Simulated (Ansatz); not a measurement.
# Void in SiC (68 atoms): support functions against a reference

Wanted: errors and times of a linear-scaling basis for void in SiC (68 atoms). A setting counts as converged where the r.m.s. difference of forces stays under 1 % of the r.m.s. force.

Program: Ansatz 0.2.0. Level of theory: Kohn-Sham DFT, PBE, PAW (set soft_2), plane waves. Values are calculated unless marked as measured.

## Step 1: The structure

The cell holds 68 atoms: 34 Si and 34 C. Its edges and angles: a = 9.228 Å, b = 9.228 Å, c = 10.096 Å, α = 90.0°, β = 90.0°, γ = 120.0°. It derives from SiC (wurtzite), repeated 3×3×2. Wurtzite SiC (a = 3.076 Å, c = 5.048 Å), 3 x 3 x 2 conventional cells, the 2 Si, 2 C nearest the centre removed; not relaxed, displaced by a Gaussian of 0.02 Å. Nearest the centre at fractional (0.525, 0.519, 0.507): C65 at 2.41 Å, C30 at 2.48 Å, Si59 at 2.62 Å, Si37 at 2.65 Å, C36 at 2.66 Å, Si43 at 2.74 Å, Si35 at 2.76 Å, C66 at 3.10 Å.

What the set-up can't give: The main run has no spin polarisation, so any moments at edges, vacancies or dangling bonds can't form in it.

## Step 2: Plane-wave single point

The first run fixes the reference, at a cutoff of 420 eV.

input.yaml reads:

```yaml
crystal:
  lattice:
    - [9.228, 0.0, 0.0]
    - [-4.614, 7.99168, 0.0]
    - [0.0, 0.0, 10.096]
  atoms:
    - { symbol: Si, position: [0.99845, 0.99875, 0.99975] }
    - { symbol: C, position: [0.11437, 0.22273, 0.06299] }
    - { symbol: Si, position: [0.11312, 0.21975, 0.24906] }
    - { symbol: C, position: [0.00174, 0.00092, 0.31226] }
    - { symbol: Si, position: [0.99918, 0.9958, 0.50178] }
    - { symbol: C, position: [0.11428, 0.22368, 0.5616] }
    - { symbol: Si, position: [0.10893, 0.22181, 0.75191] }
    - { symbol: C, position: [0.00043, 0.0033, 0.81114] }
    - { symbol: Si, position: [0.99836, 0.33308, 0.00197] }
    - { symbol: C, position: [0.11131, 0.55379, 0.06293] }
    - { symbol: Si, position: [0.10801, 0.5543, 0.25008] }
    - { symbol: C, position: [0.99918, 0.32989, 0.31322] }
    - { symbol: Si, position: [0.00249, 0.33611, 0.50045] }
    - { symbol: C, position: [0.11168, 0.55514, 0.56206] }
    - { symbol: Si, position: [0.11487, 0.556, 0.74799] }
    - { symbol: C, position: [7.0e-05, 0.33636, 0.8102] }
    - { symbol: Si, position: [0.99274, 0.66502, 0.00265] }
    - { symbol: C, position: [0.11337, 0.89244, 0.06536] }
    - { symbol: Si, position: [0.10955, 0.88586, 0.2521] }
    - { symbol: C, position: [0.9983, 0.66141, 0.31194] }
    - { symbol: Si, position: [0.99838, 0.6647, 0.50051] }
    - { symbol: C, position: [0.11701, 0.89168, 0.56503] }
    - { symbol: Si, position: [0.10895, 0.88867, 0.74679] }
    - { symbol: C, position: [0.99504, 0.66158, 0.80949] }
    - { symbol: Si, position: [0.33363, 0.99736, 0.99499] }
    - { symbol: C, position: [0.44518, 0.22201, 0.06206] }
    - { symbol: Si, position: [0.43977, 0.21808, 0.24894] }
    - { symbol: C, position: [0.33031, 0.9986, 0.31195] }
    - { symbol: Si, position: [0.33222, 0.00182, 0.49902] }
    - { symbol: C, position: [0.45012, 0.22682, 0.55821] }
    - { symbol: Si, position: [0.44138, 0.22147, 0.75131] }
    - { symbol: C, position: [0.33285, 0.99933, 0.80934] }
    - { symbol: Si, position: [0.33177, 0.33259, 0.00097] }
    - { symbol: C, position: [0.44337, 0.55207, 0.06331] }
    - { symbol: Si, position: [0.44291, 0.54985, 0.25015] }
    - { symbol: C, position: [0.33098, 0.33146, 0.31067] }
    - { symbol: Si, position: [0.44469, 0.55639, 0.75223] }
    - { symbol: C, position: [0.3375, 0.3315, 0.81295] }
    - { symbol: Si, position: [0.335, 0.66751, 0.99847] }
    - { symbol: C, position: [0.44542, 0.88607, 0.06146] }
    - { symbol: Si, position: [0.44253, 0.8873, 0.24639] }
    - { symbol: C, position: [0.33071, 0.66836, 0.31196] }
    - { symbol: Si, position: [0.33416, 0.66983, 0.50072] }
    - { symbol: C, position: [0.44372, 0.8874, 0.5643] }
    - { symbol: Si, position: [0.44626, 0.89029, 0.74857] }
    - { symbol: C, position: [0.33241, 0.67111, 0.81353] }
    - { symbol: Si, position: [0.66705, 0.00078, 0.9984] }
    - { symbol: C, position: [0.78034, 0.22651, 0.06258] }
    - { symbol: Si, position: [0.77668, 0.22119, 0.24666] }
    - { symbol: C, position: [0.66759, 0.0015, 0.31191] }
    - { symbol: Si, position: [0.66289, 0.99792, 0.49778] }
    - { symbol: C, position: [0.77598, 0.22427, 0.56372] }
    - { symbol: Si, position: [0.78005, 0.22167, 0.75119] }
    - { symbol: C, position: [0.66737, 0.00038, 0.81351] }
    - { symbol: Si, position: [0.66528, 0.3331, 0.00029] }
    - { symbol: C, position: [0.77721, 0.55904, 0.06219] }
    - { symbol: Si, position: [0.78154, 0.55587, 0.25223] }
    - { symbol: C, position: [0.66604, 0.32906, 0.31307] }
    - { symbol: Si, position: [0.67134, 0.33808, 0.49955] }
    - { symbol: Si, position: [0.78137, 0.55688, 0.75331] }
    - { symbol: C, position: [0.66741, 0.33308, 0.81289] }
    - { symbol: Si, position: [0.66926, 0.6674, 0.0001] }
    - { symbol: C, position: [0.77577, 0.88216, 0.06006] }
    - { symbol: Si, position: [0.78, 0.89165, 0.25184] }
    - { symbol: C, position: [0.66963, 0.67071, 0.3109] }
    - { symbol: C, position: [0.78077, 0.89303, 0.55864] }
    - { symbol: Si, position: [0.77922, 0.89038, 0.7484] }
    - { symbol: C, position: [0.66831, 0.67229, 0.81346] }
kpoints:
  mp_grid: { grid: [2, 2, 1] }
hamiltonian:
  xc: pbe
scf:
  occupations: { method: gaussian, width: 0.025 }
output:
  forces: true
  stress: true
  populations: intrinsic
  dos:
    method: { smearing: { sigma: 0.1 } }
    de: 0.1
    projected: { site_lists: { C: [C], Si: [Si] } }
  eigenvalues: true
  write_density: true
  write_potential: true
  volumetric_format: npy
```

Launch:

```sh
$ ansatz run input.yaml --threads 4 --pin off --max-ram 8192MiB --backend cpu --events-out ev --progress --plain --runs-dir out
```

Standard output:

```text
Engine: ansatz 0.2.0, aarch64-unknown-linux-gnu
Pseudopotentials: kind: paw
Pseudopotential: Si, paw, valence charge 4, recommended cutoff 420 eV (normal), Si.paw.azcp
Pseudopotential: C, paw, valence charge 4, recommended cutoff 420 eV (normal), C.paw.azcp
[... 5 lines on functional and potentials left out ...]
Crystal: 68 atoms, lattice volume = 744.552 Å³
Basis set: ecut = 420 eV, 14493 PW (Γ), exchange–correlation on 128×128×144 points (8 copies of the dense FFT grid, shifted against one another)
Bands: 204, of which v1, the nominal top of the filled ones, is band 136 counted from 1 (135 counted from 0)
Symmetry: 1 space group operations
Space group: P1 (ITA 1), of the structure as read, at distance tolerance 9.1e-5 Å
k-points: 4
[... 5 lines on functional and potentials left out ...]
Initial density: superposition of atomic densities (neutral atoms: chi_scale 0, normalization atom), corrected by the library's trained network
Initial wavefunctions: pseudopotential atomic-orbital guess
Functional: x = pbe(κ = 0.804, μ = 0.219515), c = pbe(β = 0.066725)
SCF iter   1: F=—  HF=-30148.834452 eV  |F-HF|=—  |Δ(HF+E_count)|=         —  Δρ=6.93e-3  dr2=1.19e0  ethr=1.77e-3  ⟨swp⟩=6.2  Hψ=3794  notcnv=0  defer=157
preconditioner: auto → Resta (q_TF=auto, 2.307 Å⁻¹)  ε∞=4.8  [insulator: Δε(μ)=0.060 eV  Ē_g=11.472 eV  σ=0.025 eV  W_gap=0.91  n_scr=144 (ndim 8)  ℏωp=22.4 eV  f_vac=0.002  D(μ)=7.09/eV (n_scr^D=22)  ε∞_Penn≈4.8]
SCF iter   2: F=—  HF=-30148.647404 eV  |F-HF|=—  |Δ(HF+E_count)|=   1.87e-1  Δρ=3.08e-3  dr2=2.64e-1  ethr=4.36e-4  ⟨swp⟩=2.0  Hψ=953  notcnv=0  defer=229
SCF iter   3: F=—  HF=-30148.595540 eV  |F-HF|=—  |Δ(HF+E_count)|=   5.19e-2  Δρ=1.67e-3  dr2=4.27e-2  ethr=9.69e-5  ⟨swp⟩=2.8  Hψ=845  notcnv=0  defer=248
SCF iter   4: F=—  HF=-30148.593180 eV  |F-HF|=—  |Δ(HF+E_count)|=   2.36e-3  Δρ=1.16e-3  dr2=1.97e-2  ethr=1.57e-5  ⟨swp⟩=2.0  Hψ=720  notcnv=0  defer=248
SCF iter   5: F=—  HF=-30148.592316 eV  |F-HF|=—  |Δ(HF+E_count)|=   8.64e-4  Δρ=3.40e-4  dr2=1.77e-3  ethr=7.25e-6  ⟨swp⟩=1.0  Hψ=568  notcnv=0  defer=248
SCF iter   6: F=—  HF=-30148.592172 eV  |F-HF|=—  |Δ(HF+E_count)|=   1.44e-4  Δρ=7.96e-5  dr2=1.02e-4  ethr=6.52e-7  ⟨swp⟩=2.0  Hψ=901  notcnv=0  defer=248
SCF iter   7: F=—  HF=-30148.592214 eV  |F-HF|=—  |Δ(HF+E_count)|=   4.23e-5  Δρ=2.71e-5  dr2=1.15e-5  ethr=3.75e-8  ⟨swp⟩=2.0  Hψ=1074  notcnv=0  defer=248
SCF iter   8: F=—  HF=-30148.592823 eV  |F-HF|=—  |Δ(HF+E_count)|=   6.08e-4  Δρ=7.37e-6  dr2=6.70e-7  ethr=4.23e-9  ⟨swp⟩=2.0  Hψ=1298  notcnv=0  defer=248
SCF iter   9: F=-30148.592823 eV  HF=-30148.592823 eV  |F-HF|=4.11e-8  |Δ(HF+E_count)|=   3.77e-7  Δρ=1.96e-6  dr2=6.55e-8  ethr=3.68e-11  ⟨swp⟩=22.2  Hψ=7813  notcnv=0
SCF 1 converged in 9 iterations: F = -30148.592823 eV  dr2 = 6.55e-8
  greatest PAW one-centre occupation: 0.664 electrons in one spin orbital (limit 2), on the C atom at site 5 (counted from 0), in its partial waves of l = 0
SCF converged after 9 iterations
Free energy (F): -30148.592823 eV
Harris-Foulkes:  -30148.592823 eV  (|F-HF|=4.11e-8)
Internal energy: -30148.589494 eV  (E = F + TS)
E sigma→0 (E₀):  -30148.591158 eV
Entropy (-TS):   -0.003329 eV (-0.049 meV/atom)
Fermi energy:    9.447866 eV
--- Per-component energies (eV) ---
  E_band       = 779.191046
  E_kinetic    = 4573.938200
  E_local      = -4561.328003  (includes V_loc(G=0)·N_el)
  E_nonlocal   = 1764.572242
  E_hartree    = 1503.831682
  E_xc         = -3571.309290
  E_vxc        = -3697.202265  (∫ρ·V_xc dr)
  E_paw        = -20806.825115  (= ΣΔE_a)
  E_vpaw       = -308.444033  (= ΣTr[D̂ρ^β])
  E_aug_tail   = 0.000450  (compensation charges beyond the density's cutoff)
  E_ewald      = -9051.469660
  E_smearing   = -0.003329  (= −TS)
  E_closure    = -0.000000  (closes the sum)
  Σ components = -30148.592823   (vs F -30148.592823, Δ=0.00e0)
--- Forces (eV/Å), atoms counted from 1 ---
  atom   1  Si     0.19191119     0.19031614     0.33124985
  atom   2  C     -1.08244655    -0.44418734    -0.65564764
  atom   3  Si    -0.17351955     0.41482005     1.39044560
  atom   4  C      0.12979349    -0.52324067    -0.07480808
  atom   5  Si     0.08083448     1.25105640    -0.82225611
  atom   6  C     -1.54040032    -1.35467390     0.63398897
  atom   7  Si     0.79468742     0.68799252    -1.23835335
  atom   8  C      0.37638877    -0.79751278     0.30419569
  atom   9  Si     0.79484309     0.20362316    -0.34668013
  atom  10  C     -0.60947541     0.70580266    -0.47864407
  atom  11  Si     1.06986538    -0.75293216     0.42416768
  atom  12  C     -0.35653878     0.34284237    -0.65892925
  atom  13  Si     0.93901735    -0.86637186    -0.42746098
  atom  14  C     -0.35398102     0.19265677     0.07450748
[...]
atom  67  Si    -0.23902021     0.17449561    -0.80376311
  atom  68  C      0.53081928    -0.95077089    -1.20878466
  max |Σ_I F_I| component: 8.99e-5 eV/Å
--- Stress (GPa, compression-positive) ---
        1.914610       0.168789      -0.542515
        0.168789       1.446775      -0.128186
       -0.542515      -0.128187       2.091413
  P = ⅓ Tr σ = 1.8176 GPa (18.176 kbar)
--- Band table (eV) ---
  k-point 0: bands = ["-6.6737", "-5.5275", "-5.4259", "-5.0004", [... 188 levels ...], "16.0320", "16.0521", "16.0974", "16.1895", "16.2619", "16.2757", "16.3390", "16.3649", "16.4148", "16.5031", "16.5485", "16.6307"]
[...]
--- intrinsic populations: 68 sites ---
  site symbol       q [e]
     0     Si      2.9647
     1      C      5.0542
     2     Si      2.9462
[...]
67      C      5.0167
  spilling = 0.000000 (of n_electrons = 272.000000)
```

Elapsed: 23 s, on 4 threads of Arm Neoverse V2, shared host; peak memory 3.2 GiB; 88 s of CPU time.

Reading the cycles: dr2 is the Hartree energy of the density residual (eV), the measure of convergence; HF is the Harris–Foulkes estimate of the energy, which meets the free energy F at convergence.

The run gave:

* free energy: -30148.5928 eV
* free energy per atom: -443.3617 eV/atom
* SCF cycles: 9
* pressure: 1.818 GPa
* r.m.s. force component: 0.6801 eV/Å
* longest force: 2.147 eV/Å
* Fermi energy: 9.448 eV
* levels partly filled by over 2 per cent: 2

The r.m.s. force component of 0.68 eV/Å sets the scale for the differences below.

## Step 3: Support functions medium

The cell is solved in localised support functions. The level medium gives here a grid of 48×48×48 points and a radius of 3.48 Å.

This step: Kohn-Sham DFT, PBE, PAW (set soft_2), localised support functions (medium) (Ansatz 0.2.0).

input.yaml, the sections that differ from step 2:

```yaml
scf:
  occupations: { method: gaussian, width: 0.025 }
  eigensolver: { kind: { support_functions: { accuracy: medium } } }
  max_iter: 150
output:
  forces: true
  eigenvalues: true
# crystal, kpoints, hamiltonian: as in step 2
```

Standard output:

```text
Warning: scf.eigensolver.kind.support_functions: disabling space-group detection — the functions' gradient is summed over unrotated k-points, so no spatial operation reduces the k-mesh or symmetrises the density; time reversal is kept, so that k and −k are solved as one point where they differ and the mesh holds both, and exact exchange and, on two spinor components, a DFT+U term hold to it where the run has them: [...]
settings of this run that can trade accuracy for cost: scf.eigensolver.kind.support_functions [...]
[...]
Crystal: 68 atoms, lattice volume = 744.552 Å³
Basis set: ecut = 420 eV, 14493 PW (Γ), exchange–correlation on 128×128×144 points (8 copies of the dense FFT grid, shifted against one another)
Bands: 164, of which v1, the nominal top of the filled ones, is band 136 counted from 1 (135 counted from 0)
Symmetry: 1 space group operations
k-points: 4
[...]
Eigensolver: Support functions (medium, 48×48×48 points, laid for a spacing of at most 0.228497 Å, radius 3.480359 Å, 2 species' potentials softened for the grid, 2 wholly corrected for its errors in the mean over positions, 2 with the egg-box correction, energy correction by stochastic trace)
[...]
SCF iter   1: F=—  HF=-30173.993704 eV  |F-HF|=—  |Δ(HF+E_count)|=         —  Δρ=1.33e-1  dr2=1.75e2  ethr=1.00e-1
[...]
SCF iter  13: F=—  HF=-30148.700043 eV  |F-HF|=—  |Δ(HF+E_count)|=   7.74e-4  Δρ=2.63e-5  dr2=1.21e-5  ethr=8.85e-8  κ⁻¹=1.5e-5(r=7)
SCF iter  14: F=-30148.700701 eV  HF=-30148.700701 eV  |F-HF|=2.85e-7  |Δ(HF+E_count)|=   6.59e-4  Δρ=9.94e-6  dr2=1.22e-6  ethr=4.44e-9
SCF 1 converged in 14 iterations: F = -30148.715210 eV  dr2 = 1.22e-6
[...]
SCF converged after 14 iterations
Stability not checked: this state was not tested for a lower state beside it, because the mixer in use, unlike msr1, does not test its closes by its own steps (another_mixer; see scf.mixing.algorithm and scf.lower_state_search)
Free energy (F): -30148.715210 eV
[...]
Internal energy: -30148.711919 eV  (E = F + TS)
E sigma→0 (E₀):  -30148.713565 eV
Entropy (-TS):   -0.003292 eV (-0.048 meV/atom)
Fermi energy:    9.447691 eV
[...]
Σ components = -30148.715210   (vs F -30148.715210, Δ=0.00e0)
--- Forces (eV/Å), atoms counted from 1 ---
  atom   1  Si     0.19213861     0.19040659     0.33122399
  atom   2  C     -1.08292642    -0.44424816    -0.65609894
  atom   3  Si    -0.17274114     0.41508438     1.39076609
  atom   4  C      0.12983744    -0.52338126    -0.07487093
[...]
atom  68  C      0.53106219    -0.95132202    -1.20946900
  max |Σ_I F_I| component: 9.84e-3 eV/Å
--- Band table (eV) ---
[...]
```

It took 83 s on 4 threads; peak memory 2.2 GiB.

The program notes that the band table was not solved further than the SCF left it and it switched symmetry off.

Keys that differ from the reference: support_functions.accuracy = "medium" and scf.max_iter = 150.

Forces differ from the reference by 0.38 meV/Å r.m.s., 0.055 % of their size, well within a tolerance of 1 %; the energy by -1.8 meV/atom. It took roughly 3.7 times the reference's time (one timing each, with unlike analyses asked), in 14 cycles against 9.

## Step 4: Support functions low

The level low is asked for. Here it resolves to the same grid and radius as in the run with support functions medium, so the basis is not new.

This step: Kohn-Sham DFT, PBE, PAW (set soft_2), localised support functions (low) (Ansatz 0.2.0).

input.yaml, the sections that differ from step 3:

```yaml
scf:
  occupations: { method: gaussian, width: 0.025 }
  eigensolver: { kind: { support_functions: { accuracy: low } } }
  max_iter: 150
# crystal, kpoints, hamiltonian, output: as in step 3
```

Standard output:

```text
[...]
Crystal: 68 atoms, lattice volume = 744.552 Å³
Basis set: ecut = 420 eV, 14493 PW (Γ), exchange–correlation on 128×128×144 points (8 copies of the dense FFT grid, shifted against one another)
Bands: 164, of which v1, the nominal top of the filled ones, is band 136 counted from 1 (135 counted from 0)
Symmetry: 1 space group operations
k-points: 4
[...]
Eigensolver: Support functions (low, 48×48×48 points, laid for a spacing of at most 0.228497 Å, radius 3.480359 Å, 2 species' potentials softened for the grid, 2 wholly corrected for its errors in the mean over positions, 2 with the egg-box correction, energy correction by stochastic trace)
[...]
SCF iter   1: F=—  HF=-30173.993704 eV  |F-HF|=—  |Δ(HF+E_count)|=         —  Δρ=1.33e-1  dr2=1.75e2  ethr=1.00e-1
[...]
SCF iter  12: F=—  HF=-30148.699269 eV  |F-HF|=—  |Δ(HF+E_count)|=   9.43e-4  Δρ=1.16e-4  dr2=2.41e-4  ethr=1.53e-7  κ⁻¹=2.6e-5(r=7)
SCF iter  13: F=-30148.700037 eV  HF=-30148.700043 eV  |F-HF|=6.18e-6  |Δ(HF+E_count)|=   7.74e-4  Δρ=2.63e-5  dr2=1.21e-5  ethr=8.85e-8
SCF 1 converged in 13 iterations: F = -30148.715200 eV  dr2 = 1.21e-5
[...]
SCF converged after 13 iterations
[...]
Free energy (F): -30148.715200 eV
[...]
Internal energy: -30148.711914 eV  (E = F + TS)
E sigma→0 (E₀):  -30148.713557 eV
Entropy (-TS):   -0.003286 eV (-0.048 meV/atom)
Fermi energy:    9.448089 eV
[...]
Σ components = -30148.715200   (vs F -30148.715200, Δ=0.00e0)
--- Forces (eV/Å), atoms counted from 1 ---
  atom   1  Si     0.19223217     0.19054987     0.33115331
  atom   2  C     -1.08303619    -0.44428682    -0.65615084
  atom   3  Si    -0.17214571     0.41537341     1.39092054
  atom   4  C      0.12980875    -0.52334245    -0.07484031
[...]
atom  68  C      0.53098705    -0.95142967    -1.20928267
  max |Σ_I F_I| component: 1.13e-2 eV/Å
--- Band table (eV) ---
[...]
```

The job ended after 78 s (4 threads; peak memory 2.2 GiB).

Keys that differ from the reference: support_functions.accuracy = "low" and scf.max_iter = 150.

Forces differ from the reference by 0.57 meV/Å r.m.s., 0.084 % of their size, well within a tolerance of 1 %; the energy by -1.8 meV/atom. It took roughly 3.4 times the reference's time (one timing each, with unlike analyses asked), in 13 cycles against 9.

## Step 5: Support functions high

With localised support functions most steps grow linearly with size, though the diagonalisation grows faster unless the density matrix is cut; this run measures error and cost at this size. The level high gives here a grid of 54×54×60 points and a radius of 4.17 Å.

This step: Kohn-Sham DFT, PBE, PAW (set soft_2), localised support functions (high) (Ansatz 0.2.0).

input.yaml, the sections that differ from step 4:

```yaml
scf:
  occupations: { method: gaussian, width: 0.025 }
  eigensolver: { kind: { support_functions: { accuracy: high } } }
  max_iter: 150
# crystal, kpoints, hamiltonian, output: as in step 4
```

Standard output:

```text
[...]
Crystal: 68 atoms, lattice volume = 744.552 Å³
Basis set: ecut = 420 eV, 14493 PW (Γ), exchange–correlation on 144×144×150 points (8 copies of the dense FFT grid, shifted against one another)
Bands: 164, of which v1, the nominal top of the filled ones, is band 136 counted from 1 (135 counted from 0)
Symmetry: 1 space group operations
k-points: 4
[...]
Eigensolver: Support functions (high, 54×54×60 points, laid for a spacing of at most 0.176269 Å, radius 4.165352 Å, 1 species' potentials softened for the grid, 2 wholly corrected for its errors in the mean over positions, 2 with the egg-box correction, energy correction by stochastic trace)
[...]
SCF iter   1: F=—  HF=-30174.106754 eV  |F-HF|=—  |Δ(HF+E_count)|=         —  Δρ=1.34e-1  dr2=1.77e2  ethr=1.00e-1
[...]
SCF iter  16: F=—  HF=-30148.714260 eV  |F-HF|=—  |Δ(HF+E_count)|=   7.87e-5  Δρ=5.67e-6  dr2=6.53e-7  ethr=2.35e-10  κ⁻¹=2.1e-5(r=7)
SCF iter  17: F=-30148.714329 eV  HF=-30148.714329 eV  |F-HF|=5.49e-9  |Δ(HF+E_count)|=   6.92e-5  Δρ=1.70e-6  dr2=3.00e-8  ethr=2.35e-10
SCF 1 converged in 17 iterations: F = -30148.715887 eV  dr2 = 3.00e-8
[...]
SCF converged after 17 iterations
[...]
Free energy (F): -30148.715887 eV
[...]
Internal energy: -30148.712566 eV  (E = F + TS)
E sigma→0 (E₀):  -30148.714227 eV
Entropy (-TS):   -0.003321 eV (-0.049 meV/atom)
Fermi energy:    9.447542 eV
[...]
Σ components = -30148.715887   (vs F -30148.715887, Δ=0.00e0)
--- Forces (eV/Å), atoms counted from 1 ---
  atom   1  Si     0.19192690     0.19031779     0.33133910
  atom   2  C     -1.08278397    -0.44432620    -0.65593501
  atom   3  Si    -0.17354576     0.41478391     1.39049091
  atom   4  C      0.12977389    -0.52341110    -0.07481210
[...]
atom  68  C      0.53081922    -0.95104335    -1.20886722
  max |Σ_I F_I| component: 3.65e-4 eV/Å
--- Band table (eV) ---
[...]
```

Wall time 3.5 min (4 threads); peak memory 3.8 GiB; 14 min of CPU time.

Keys that differ from the reference: support_functions.accuracy = "high" and scf.max_iter = 150.

Forces differ from the reference by 0.19 meV/Å r.m.s., 0.028 % of their size, well within a tolerance of 1 %; the energy by -1.8 meV/atom. It took roughly 9.3 times the reference's time (one timing each, with unlike analyses asked), in 17 cycles against 9.

[end of part 1 of 3]

[Long decimals in the printed logs are rounded to 6 places.]

[Logs are printed without paths, hosts, clocks, repeated set-up lines and the standing remarks that a program may print on its own settings, such as how far it seeks lower states.]

[Hosts, paths, dates, database ids (printed as entryN), source tags and the programs' standing remarks are cut or masked in the printed files.]
